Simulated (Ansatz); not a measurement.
# AlP (F-43m): a volume series of phonon spectra, part 2 of 4

Aim: how the vibrations of AlP shift with volume, and the expansion that follows.

What experiment has found for this phase:
- heat capacity C_P per formula unit 42 J/mol/K and bulk modulus 86 GPa near room temperature (given in “High-Throughput Prediction of Finite-Temperature Properties using the Quasi-Harmonic Approximation”, 2016, arXiv:1603.06924)

Ansatz 0.2.0; DFT LDA, scalar-relativistic, plane waves, PAW.

So far. Step 2 (Probe on a coarse mesh): The start is under -0.79 GPa at this level and looks like an insulator or semiconductor on this mesh. Step 4 (Relaxing to small residual forces and stress): The residual pressure is -0.0010 GPa, small enough for phonons.

The database entry behind the starting cell differs from later determinations by our own check (0.1 to 0.3 % short, probably kX units), so it need not match the best structure at ambient conditions.

## Step 5: Lattice dynamics at this volume, V/V0 1

Phonons at this volume give one point of F(V, T); meshes stay fixed along the series.

File input.yaml:

```yaml
crystal:
  lattice:
    - [0.0, 2.7169780655, 2.7169780655]
    - [2.7169780655, 0.0, 2.7169780655]
    - [2.7169780655, 2.7169780655, 0.0]
  atoms:
    - { symbol: Al, position: [0.0, 0.0, 0.0] }
    - { symbol: P, position: [0.25, 0.25, 0.25] }
kpoints:
  mp_grid: { grid: [8, 8, 8] }
hamiltonian:
  xc: lda
scf:
  occupations: { method: fixed }
output:
  eigenvalues: true
phonons:
  method: dfpt
  dielectric: true
  rigid_motions: translations
  qmesh: [4, 4, 4]
  temperatures: { t_max: 1000, t_step: 50 }
  qpath:
    path:
      - [[0.0, 0.0, 0.0], [-0.5, -0.5, 0.0], [-0.375, -0.375, 0.25]]
      - [[-0.375, 0.0, 0.375], [0.0, 0.0, 0.0], [0.0, 0.0, 0.5], [-0.5, -0.25, 0.25], [-0.5, -0.5, 0.0]]
    npoints: 10
```

Command:

```console
$ ansatz run input.yaml --threads 4 --pin off --max-ram 8192MiB --backend cpu --events-out ev --progress --plain --runs-dir out
```

Numbers of over 12 decimals in the logs are rounded to 6 here.

The log of the run:

```text
Warning: phonons: the dynamical matrix that this run interpolates holds no multipole term above the dipole-dipole one, and a site of this crystal is no centre of inversion, so its interpolated transverse optical and acoustic branches and sound speeds can stay off near Gamma, and the density of states and the thermodynamics with them. What a run solves at a wave vector of phonons.qpoints, Gamma apart, where the deck admits one, is free of this, and under fd what a larger phonons.supercell samples
[...]
Crystal: 2 atoms, lattice volume = 40.113 Å³
Basis set: ecut = 420 eV, 749 PW (Γ), exchange–correlation on 54×54×54 points (8 copies of the dense FFT grid, shifted against one another)
Bands: 8, of which v1, the nominal top of the filled ones, is band 4 counted from 1 (3 counted from 0)
Symmetry: 24 space group operations
k-points: 95 of 512 (irreducible under 4 space group operations, time reversal used)
[...]
SCF iter   1: F=—  HF=-1240.043651 eV  |F-HF|=—  |Δ(HF+E_count)|=         —  Δρ=4.28e-3  dr2=7.29e-3  ethr=1.77e-3  ⟨swp⟩=5.4  Hψ=5588  notcnv=0  defer=176
[...]
SCF iter   7: F=-1240.041342 eV  HF=-1240.041342 eV  |F-HF|=9.09e-13  |Δ(HF+E_count)|=  9.07e-11  Δρ=7.35e-8  dr2=2.95e-12  ethr=1.25e-12  ⟨swp⟩=11.1  Hψ=6177  notcnv=0
SCF 1 converged in 7 iterations: F = -1240.041342 eV  dr2 = 2.95e-12
[...]
DFPT response loops at Γ: preconditioner auto → none (the input reference at scf.mixing.eps_inf says where Resta's filter doesn't serve); β = 0.50; Broyden in place of MSR1
── the response to a field inside a basis, on 8×8×8 k-points: an SCF that follows is theirs, and a resumed run solves both again ──
Bands: 5, of which v1, the nominal top of the filled ones, is band 4 counted from 1 (3 counted from 0)
k-points: 60 of 512 (irreducible under 6 space group operations, time reversal used)
[...]
Eigensolver: Dense (60 Hₖ)
SCF iter   1: F=—  HF=-1240.042382 eV  |F-HF|=—  |Δ(HF+E_count)|=         —  Δρ=9.06e-5  dr2=1.63e-6  ethr=1.00e-1
[...]
SCF iter   3: F=-1240.042382 eV  HF=-1240.042382 eV  |F-HF|=2.54e-8  |Δ(HF+E_count)|=   1.04e-7  Δρ=1.90e-5  dr2=2.46e-8  ethr=1.88e-9
SCF 1 converged in 3 iterations: F = -1240.042382 eV  dr2 = 2.46e-8
[...]
WARN: field response: ε∞ stands inside a basis, on 8×8×8 points; the force constants stand on the 8×8×8 k-mesh, whose period is 13.29 times the interband length at k = (0.0000, 0.0000, 0.0000), direct gap 3.228 eV, under 14: take them and everything formed from them as unconverged, and compare with a denser kpoints.mp_grid
NSCF: frozen V_eff on 29 k-points
[...]
DFPT response loops at q = (0, 0, -0.5) (fractional): preconditioner auto → Resta (q_TF=auto, 2.085 Å⁻¹)  ε∞=6.5 (no band partly filled); β = 1.00, the filter's whole step (`scf.mixing.beta` (0.50) is not read by the response loops at its default; to damp them type it under 1.00, their step now; it binds the ground state too); Broyden in place of MSR1
[...]
SCF converged after 7 iterations
Free energy (F): -1240.041342 eV
[...]
Internal energy: -1240.041342 eV  (E = F + TS)
E sigma→0 (E₀):  -1240.041342 eV
Fermi energy:    5.004474 eV
[...]
--- Band table (eV; the first three rows and the last of 95) ---
[...]
--- Phonons (Γ-DFPT): 2 representative perturbations + reference, on 95 of 512 k-points (Σ response iterations 6) ---
  k mesh reduced under 4 symmetry operations, with k and −k counted as one. Each operation leaves every solved perturbation unchanged. A smaller set is not considered because the run solves the response to a homogeneous field
  ASR residual: 3.456e-5 → 0.000e0 eV/Å²; symmetrization residual: 2.193e-7 eV/Å²
  ASR residual per site (eV/Å²): 6.16e-6 3.46e-5
  Γ frequencies (cm⁻¹): 0.00 0.00 0.00 440.24 440.24 440.24
  ε∞ (high-frequency dielectric tensor):
        8.328644     0.000000     0.000000
        0.000000     8.328644     0.000000
        0.000000     0.000000     8.328644
  ε⁰ (static dielectric tensor: ions relaxed, cell fixed):
       10.487046     0.000000     0.000000
        0.000000    10.487046     0.000000
        0.000000     0.000000    10.487046
  ε⁰ − ε∞ (ionic part):
        2.158402     0.000000    -0.000000
        0.000000     2.158402     0.000000
       -0.000000     0.000000     2.158402
  softest optical mode at Γ: 440.24 cm⁻¹; the repairs (sum rule, projections) moved no ω² at Γ by more than (0.56 cm⁻¹)²
  Born effective charges Z* (e; rows j = field, columns β = displacement):
    site 0:
         2.21756   -0.00000    0.00000
         0.00000    2.21756    0.00000
        -0.00000    0.00000    2.21756
    site 1:
        -2.21756    0.00000   -0.00000
        -0.00000   -2.21756   -0.00000
         0.00000   -0.00000   -2.21756
  Z* charge neutrality: 2.729e-4 e pre-enforcement
  solved inside a basis spanned on kpoints, on 8×8×8 k-points, its susceptibility summed on 12×12×12: ε∞ is read to err by 2.3e-2, Z* by 7.6e-3 e (field_mesh: kpoints solves on kpoints); Z* is corrected for what the basis lacks
  optical modes at Γ without the LO–TO term, one row a degenerate level:
      ω (cm⁻¹)  modes    IR ((D/Å)²/amu)
        440.24      3            23.6030
  optical modes at Γ + LO–TO along q̂ = [1.0000, 0.0000, 0.0000]:
      ω (cm⁻¹)  modes    IR ((D/Å)²/amu)
        440.24      2            15.7353
        494.01      1             7.8677
  optical modes at Γ + LO–TO along q̂ = [0.0000, 1.0000, 0.0000]:
      ω (cm⁻¹)  modes    IR ((D/Å)²/amu)
        440.24      2            15.7353
        494.01      1             7.8677
  optical modes at Γ + LO–TO along q̂ = [0.0000, 0.0000, 1.0000]:
      ω (cm⁻¹)  modes    IR ((D/Å)²/amu)
        440.24      2            15.7353
        494.01      1             7.8677
--- Phonons (arbitrary-q DFPT): 8 irreducible q on the 4×4×4 mesh ---
  q = [0.0000, 0.0000, 0.0000] (star 1, of the zone-centre solve; hermiticity 4.27e-8, symmetrization 8.64e-16): -0.00 0.00 0.00 440.24 440.24 440.24
  q = [0.0000, 0.0000, 0.2500] (star 8, 2 solved perturbations on 288 of 512 k-point pairs; hermiticity 4.15e-8, symmetrization 7.70e-15): 83.75 83.75 211.31 430.86 430.86 464.58
[...]
q = [0.0000, 0.2500, 0.2500] (star 6, 4 solved perturbations in 528 linear systems a pass and spin channel, the states on 164 of 512 k-point pairs; hermiticity 4.06e-8, symmetrization 7.10e-15): 116.19 116.19 216.88 420.84 420.84 471.20
[...]
sum rule: each row above includes the acoustic sum rule's correction from the zone centre's row sums; it moved no ω² by more than (0.55 cm⁻¹)²
  mesh force constants: q→R imaginary residual 1.88e-18; ASR residual 3.456e-5 → 0.000e0 eV/Å²; symmetrization residual 5.329e-15 eV/Å²
  interpolated dispersion: 63 rows × 6 modes
  density of states and harmonic sums: on the 20×20×20 q-mesh, interpolated from the force constants of a 4×4×4 supercell (with the dipole–dipole term)
  largest difference from the sums on the solved wave vectors: F 8.80e-3 eV, S 1.28e-5 and C_V 4.00e-6 eV/K
  zero-point energy: 0.112781 eV/cell   skipped modes (ω ≤ 0): 3   left out of the sums: 6.25e-5 of the cell's modes: C_V's classical limit lies that fraction below 3 k_B per atom; for a crystal, a wire or a layer, F and S can be off by more, and a phonons.interpolated_qmesh denser along its periods is the remedy for the sampling
```

Wall time 28 s (4 threads of Arm Neoverse V2, shared host); peak memory 0.68 GiB; 1.7 min of CPU time.

Numbers from this step:

```yaml
gamma_frequencies: 0, 0, 0, 440.2, 440.2, 440.2 cm⁻¹ (negative: imaginary)
lowest_frequency_on_the_path: 0 cm⁻¹
zero_point_energy: 0.1128 eV/cell
point_group: -43m
highest_frequency: 494 cm⁻¹
debye_temperature_from_the_second_moment: 614 K
```

LO-TO term included. The phonon branches at the labelled points (cm⁻¹):

| point | branch 1 | branch 2 | branch 3 | branch 4 | branch 5 | branch 6 |
| --- | --- | --- | --- | --- | --- | --- |
| Γ | 0 | 0 | 0 | 440 | 440 | 494 |
| halfway | 116 | 116 | 217 | 421 | 421 | 471 |
| X | 138 | 138 | 353 | 412 | 414 | 414 |
| halfway | 139 | 158 | 345 | 396 | 414 | 423 |
| U | 140 | 188 | 329 | 373 | 414 | 433 |
| jump to K | 140 | 188 | 329 | 373 | 414 | 433 |
| halfway | 99 | 147 | 220 | 427 | 427 | 451 |
| Γ | 0 | 0 | 0 | 440 | 440 | 494 |
| halfway | 84 | 84 | 211 | 431 | 431 | 465 |
| L | 102 | 102 | 336 | 403 | 427 | 427 |
| halfway | 135 | 170 | 312 | 383 | 420 | 434 |
| W | 172 | 192 | 324 | 358 | 417 | 430 |
| halfway | 154 | 164 | 338 | 385 | 418 | 423 |
| X | 138 | 138 | 353 | 412 | 414 | 414 |

The phonon branches as a text plot (rows in cm⁻¹):

```
    484 |******                   **********
    463 |      **                *          *
    443 |***     ***      ******* ********** **      ****
    422 |   **********************          *********************
    401 |             **     **                 *****         ***
    381 |               *** *                        ****    *
    360 |            **    *                             ****  **
    340 |           *  ***                       ***        ***
    319 |         **      **                    *   ********
    298 |                   *                  *
    278 |        *           **               *
    257 |       *              *
    237 |                                    *
    216 |      *                *           *
    196 |                 ***    *                      ****
    175 |    **         **   ***           *          ** *****
    154 |              *        * **                 * **   ***
    134 |   *   ***************           *         ***        **
    113 |      *               * *  *             ***
     93 |  * **                 * **     *  ******
     72 |   *                    ****      *
     51 | **                        **  * *
     31 | *                          *   *
     10 |*                            ***
         Γ           X  U|K            Γ         L        W     X
```

The phonon density of states has structure finer than the step of the table below, so its rows give means over 20 cm⁻¹, whole bins alone (the curve runs from 2.5 to 492 cm⁻¹). Peaks (cm⁻¹: height): 137.5: 0.0337, 312.5: 0.0198, 417.5: 0.0967, 432.5: 0.0903.

Tetrahedra on 20 20 20, mean over bins of 5 cm⁻¹. Phonon density of states against wavenumber; means over each step:

| wavenumber (cm⁻¹) | phonon density of states (1/cm⁻¹/cell) |
| --- | --- |
| 20 | 1.7e-4 |
| 40 | 7.7e-4 |
| 60 | 0.00192 |
| 80 | 0.00412 |
| 100 | 0.0115 |
| 120 | 0.0200 |
| 140 | 0.0279 |
| 160 | 0.0189 |
| 180 | 0.0161 |
| 200 | 0.00404 |
| 220 | 0.00242 |
| 240 | 0.00333 |
| 260 | 0.00464 |
| 280 | 0.00672 |
| 300 | 0.0121 |
| 320 | 0.0125 |
| 340 | 0.00265 |
| 360 | 0.00254 |
| 380 | 0.0122 |
| 400 | 0.0160 |
| 420 | 0.0687 |
| 440 | 0.0404 |
| 460 | 0.00652 |
| 480 | 0.00346 |

Harmonic. Thermo, by row:

| T (K) | F_vib (meV/atom) | S (J/mol-atom/K) | C_V (J/mol-atom/K) |
| --- | --- | --- | --- |
| 0 | 56.39 | 0 | 0 |
| 50 | 56.25 | 1.116 | 2.947 |
| 100 | 54.75 | 4.867 | 8.43 |
| 150 | 51.1 | 9.235 | 13.25 |
| 200 | 45.19 | 13.56 | 16.73 |
| 250 | 37.11 | 17.56 | 19.03 |
| 300 | 27.06 | 21.17 | 20.55 |
| 350 | 15.23 | 24.42 | 21.57 |
| 400 | 1.81 | 27.35 | 22.28 |
| 450 | -13.07 | 30 | 22.8 |
| 500 | -29.25 | 32.43 | 23.18 |
| 550 | -46.64 | 34.65 | 23.47 |
| 600 | -65.13 | 36.7 | 23.69 |
| 650 | -84.65 | 38.6 | 23.87 |
| 700 | -105.1 | 40.38 | 24.01 |
| 750 | -126.5 | 42.04 | 24.13 |
| 800 | -148.7 | 43.6 | 24.23 |
| 850 | -171.7 | 45.07 | 24.31 |
| 900 | -195.4 | 46.46 | 24.37 |
| 950 | -219.8 | 47.78 | 24.43 |
| 1000 | -244.9 | 49.04 | 24.48 |

Phonopy on the run's constants, 19x19x19 mesh, Gaussian sigma 3.8 cm⁻¹. Table of modes by wavenumber; read off at these points; values in 1/cm⁻¹/cell:

| wavenumber (cm⁻¹) | Al | P |
| --- | --- | --- |
| 0.0 | 2.0e-5 | 2.0e-5 |
| 20.0 | 1.2e-4 | 1.4e-4 |
| 40.0 | 4.1e-4 | 4.7e-4 |
| 60.0 | 9.8e-4 | 0.00110 |
| 80.0 | 0.00189 | 0.00209 |
| 100.0 | 0.00550 | 0.00595 |
| 120.0 | 0.00949 | 0.00985 |
| 140.0 | 0.0165 | 0.0159 |
| 160.0 | 0.00961 | 0.00861 |
| 180.0 | 0.00889 | 0.00779 |
| 200.0 | 0.00115 | 0.00132 |
| 220.0 | 0.00100 | 0.00132 |
| 240.0 | 0.00141 | 0.00194 |
| 260.0 | 0.00191 | 0.00283 |
| 280.0 | 0.00278 | 0.00455 |
| 300.0 | 0.00359 | 0.00719 |
| 308.6 | 0.00504 | 0.0120 |
| 320.0 | 0.00260 | 0.00953 |
| 340.0 | 2.2e-4 | 0.00234 |
| 360.0 | 0.00168 | 2.4e-4 |
| 380.0 | 0.00847 | 0.00308 |
| 400.0 | 0.0101 | 0.00520 |
| 420.0 | 0.0413 | 0.0382 |
| 431.4 | 0.0380 | 0.0391 |
| 440.0 | 0.0183 | 0.0186 |
| 460.0 | 0.00356 | 0.00276 |
| 480.0 | 0.00197 | 0.00161 |
| 500.0 | 4.7e-5 | 3.7e-5 |

Born charge (rows field, columns displacement) (e), principal values of the symmetric part by kind of site:

| atom | atoms with these values | low | middle | high | mean |
| --- | --- | --- | --- | --- | --- |
| Al1 | 1 | 2.22 | 2.22 | 2.22 | 2.22 |
| P2 | 1 | -2.22 | -2.22 | -2.22 | -2.22 |

In full for Al1:

```
2.22 0.00 0.00
0.00 2.22 0.00
0.00 0.00 2.22
```

ε∞:

```
8.33 0.00 0.00
0.00 8.33 0.00
0.00 0.00 8.33
```

No LO-TO term. The modes at Γ (shares of kinetic energy by element, %):

| mode | frequency (cm⁻¹) | symmetry | Al % | P % |
| --- | --- | --- | --- | --- |
| 1 | 0.0 | T2 | 47 | 53 |
| 2 | 0.0 | T2 | 47 | 53 |
| 3 | 0.0 | T2 | 47 | 53 |
| 4 | 440.2 | T2 | 53 | 47 |
| 5 | 440.2 | T2 | 53 | 47 |
| 6 | 440.2 | T2 | 53 | 47 |

Displacements in mode 4 (440.2 cm⁻¹), the largest set to 1:
```
Al1 -0.62  1.00  0.50
P2   0.54 -0.87 -0.43
```

No mode is imaginary beyond numerical noise at the solved wavevectors.

## Step 6: Single point at a scaled cell, V/V0 1.015

Symmetry fixes every atom, so a single point at the scaled cell gives the energy and pressure of this member.

input.yaml, the sections that differ from step 5:

```yaml
crystal:
  lattice:
    - [0.0, 2.7304955918, 2.7304955918]
    - [2.7304955918, 0.0, 2.7304955918]
    - [2.7304955918, 2.7304955918, 0.0]
  atoms:
    - { symbol: Al, position: [0.0, 0.0, 0.0] }
    - { symbol: P, position: [0.25, 0.25, 0.25] }
output:
  forces: true
  stress: true
  eigenvalues: true
# kpoints, hamiltonian, scf: as in step 5
# phonons: removed
```

The log of the run:

```text
[...]
Crystal: 2 atoms, lattice volume = 40.715 Å³
Basis set: ecut = 420 eV, 821 PW (Γ)
Bands: 8, of which v1, the nominal top of the filled ones, is band 4 counted from 1 (3 counted from 0)
Symmetry: 24 space group operations
[...]
k-points: 29 of 512 (time reversal used)
[...]
SCF iter   1: F=—  HF=-1240.041312 eV  |F-HF|=—  |Δ(HF+E_count)|=         —  Δρ=4.31e-3  dr2=7.73e-3  ethr=1.77e-3  ⟨swp⟩=5.4  Hψ=1701  notcnv=0  defer=51
[...]
SCF iter   6: F=-1240.038873 eV  HF=-1240.038873 eV  |F-HF|=1.16e-10  |Δ(HF+E_count)|=   8.42e-9  Δρ=5.70e-7  dr2=2.04e-10  ethr=2.72e-10  ⟨swp⟩=7.3  Hψ=1857  notcnv=0
SCF 1 converged in 6 iterations: F = -1240.038873 eV  dr2 = 2.04e-10
[...]
SCF converged after 6 iterations
Free energy (F): -1240.038873 eV
[...]
Internal energy: -1240.038873 eV  (E = F + TS)
E sigma→0 (E₀):  -1240.038873 eV
Fermi energy:    4.860489 eV
[...]
--- Stress (GPa, compression-positive) ---
       -1.301269      -0.000000      -0.000000
       -0.000000      -1.301269       0.000000
       -0.000000       0.000000      -1.301269
  P = ⅓ Tr σ = -1.3013 GPa (-13.013 kbar)
--- Band table (eV; the first three rows and the last of 29) ---
[...]
```

It took 0.84 s on 4 threads; peak memory 0.28 GiB; 1.5 s of CPU time.

This step gave:

| Item | Value |
| --- | --- |
| pressure | -1.301 GPa |
| gap on the k-mesh | 1.448 eV |
| volume per atom | 20.36 Å³ |

At this level the gap is 1.45 eV on the k-mesh of the self-consistent run, which can miss the band edges.

## Step 7: Lattice dynamics at this volume, V/V0 1.015

Phonons at this volume give one point of F(V, T); meshes stay fixed along the series.

input.yaml, the sections that differ from step 6:

```yaml
output:
  eigenvalues: true
phonons:
  method: dfpt
  dielectric: true
  rigid_motions: translations
  qmesh: [4, 4, 4]
  temperatures: { t_max: 1000, t_step: 50 }
  qpath:
    path:
      - [[0.0, 0.0, 0.0], [-0.5, -0.5, 0.0], [-0.375, -0.375, 0.25]]
      - [[-0.375, 0.0, 0.375], [0.0, 0.0, 0.0], [0.0, 0.0, 0.5], [-0.5, -0.25, 0.25], [-0.5, -0.5, 0.0]]
    npoints: 10
# crystal, kpoints, hamiltonian, scf: as in step 6
```

The log of the run:

```text
[...]
Crystal: 2 atoms, lattice volume = 40.715 Å³
Basis set: ecut = 420 eV, 821 PW (Γ), exchange–correlation on 54×54×54 points (8 copies of the dense FFT grid, shifted against one another)
Bands: 8, of which v1, the nominal top of the filled ones, is band 4 counted from 1 (3 counted from 0)
Symmetry: 24 space group operations
k-points: 95 of 512 (irreducible under 4 space group operations, time reversal used)
[...]
optical modes at Γ + LO–TO along q̂ = [0.0000, 1.0000, 0.0000]:
      ω (cm⁻¹)  modes    IR ((D/Å)²/amu)
        432.37      2            15.8662
        486.52      1             7.9331
  optical modes at Γ + LO–TO along q̂ = [0.0000, 0.0000, 1.0000]:
      ω (cm⁻¹)  modes    IR ((D/Å)²/amu)
        432.37      2            15.8662
        486.52      1             7.9331
--- Phonons (arbitrary-q DFPT): 8 irreducible q on the 4×4×4 mesh ---
[...]
interpolated dispersion: 63 rows × 6 modes
[...]
[key lines of the parts left out:]
SCF converged after 7 iterations
Free energy (F): -1240.038874 eV
Fermi energy:    4.860480 eV
```

Wall time 28 s (4 threads); peak memory 0.69 GiB.

LO-TO term included. Phonon branches along the path, in cm⁻¹:

| point | branch 1 | branch 2 | branch 3 | branch 4 | branch 5 | branch 6 |
| --- | --- | --- | --- | --- | --- | --- |
| Γ | 0 | 0 | 0 | 432 | 432 | 486 |
| halfway | 118 | 118 | 213 | 412 | 412 | 464 |
| X | 141 | 141 | 348 | 403 | 403 | 407 |
| halfway | 142 | 160 | 339 | 390 | 403 | 414 |
| U | 142 | 189 | 324 | 367 | 404 | 423 |
| jump to K | 142 | 189 | 324 | 367 | 404 | 423 |
| halfway | 100 | 147 | 217 | 418 | 418 | 444 |
| Γ | 0 | 0 | 0 | 432 | 432 | 486 |
| halfway | 85 | 85 | 208 | 422 | 422 | 457 |
| L | 105 | 105 | 334 | 394 | 418 | 418 |
| halfway | 137 | 171 | 308 | 375 | 411 | 425 |
| W | 174 | 194 | 318 | 352 | 406 | 420 |
| halfway | 156 | 166 | 332 | 379 | 408 | 413 |
| X | 141 | 141 | 348 | 403 | 403 | 407 |

The phonon branches as a text plot (rows in cm⁻¹):

```
    476 |******                   **********
    456 |      **                *          *
    436 |***     ***       ****** *********  **
    416 |   *****   ******* ********       **********************
    395 |        *********** **                 *****         ***
    375 |               *** *                        ***     *
    355 |            **    *                            *****   *
    334 |           *  ***                       ***         ***
    314 |         **      **                    *   *********
    294 |                   *                  *
    274 |        *           **               *
    253 |       *              *
    233 |                                    *
    213 |      *                *           *
    193 |                ****    *                      ****
    172 |    **         *    ***           *          ** *****
    152 |             *****     * **                 * **    ****
    132 |   *   *******    ****  *        *        ****
    111 |      *               *    *          ******
     91 |  * **                 ****     *  ***
     71 |   *                     ***      *
     51 | **                        **  * *
     30 | *                          *   *
     10 |*                            ***
         Γ           X  U|K            Γ         L        W     X
```

No mode is imaginary beyond numerical noise at the solved wavevectors. The highest zone-centre mode (no LO–TO term) moved by -1.8 % for a volume change of +1.5 %.

(Part 2 of 4 ends here.)

[Logs are printed without paths, hosts, clocks, repeated set-up lines and the standing remarks that a program may print on its own settings, such as how far it seeks lower states.]

[Hosts, paths, dates, database ids (printed as entryN), source tags and the programs' standing remarks are cut or masked in the printed files.]

[A step with changed settings may run another functional than the one named; its input shows which.]

[Of the runs on displaced cells, only some may be shown.]
